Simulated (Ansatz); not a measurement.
**Quadrupolar parameters in V2O3 under strain**

The cell is a structure deposited in the COD, relaxed with PBE at fixed cell and then changed (z stretched by 1 %, ions relaxed).

```
CELL_PARAMETERS angstrom
2.47091 1.42658 4.71006
-2.47091 1.42658 4.71006
0.00000 -2.85316 4.71006
ATOMIC_POSITIONS crystal
V 0.34132 0.34132 0.34132
V 0.15868 0.15868 0.15868
V 0.65868 0.65868 0.65868
V 0.84132 0.84132 0.84132
O 0.92743 0.25000 0.57257
O 0.57257 0.92743 0.25000
O 0.25000 0.57257 0.92743
O 0.07257 0.75000 0.42743
O 0.42743 0.07257 0.75000
O 0.75000 0.42743 0.07257
```

Atom numbers follow the list; atoms alike are taken as one site, whose name carries the number of the first.

Method: Kohn–Sham DFT in Ansatz, PBE, plane waves and PAW, scalar-relativistic, collinear spin, 420 eV cutoff, Γ-centred 9×9×9 k-points, Fermi–Dirac smearing 0.05 eV. Start moments as typed (μB): 2 on each V, none on the rest.

C_Q = eQV_zz/h, which is 24.18 MHz for Q = 1 b and V_zz = 10²¹ V/m²; η = (V_xx − V_yy)/V_zz. Directions are in the Cartesian axes of the cell vectors above, for the atom listed; none is given where the gradient is under 0.02 or η is above 0.95.

```tsv
site	first atom	first shell	V_zz (10²¹ V/m²)	η	direction of V_zz (x, y, z)
V	1	6 O at 1.98–2.05 Å	-1.20	0.00	0.00 0.00 1.00
O	5	4 V at 1.98–2.05 Å	-3.97	0.07	0.73 -0.42 0.54
```

An axis of threefold or higher order runs through V, so V_zz lies along it and η is zero.

Runs of this kind can end above the lowest electronic state. With no gap above 0.1 eV, as in a metal, the gradients converge slowly in k; expect changes of a tenth or more on a denser mesh. Semilocal functionals can leave a metal where correlation in the d or f shell opens a gap in the real compound, and that would change the values at and beside V. Measured V2O3 orders antiferromagnetically, but in this run all moments are parallel, as the start or the cell imposes: fields and spin densities carried over to other atoms belong to this order alone, and gaps, moments and gradients can differ too.
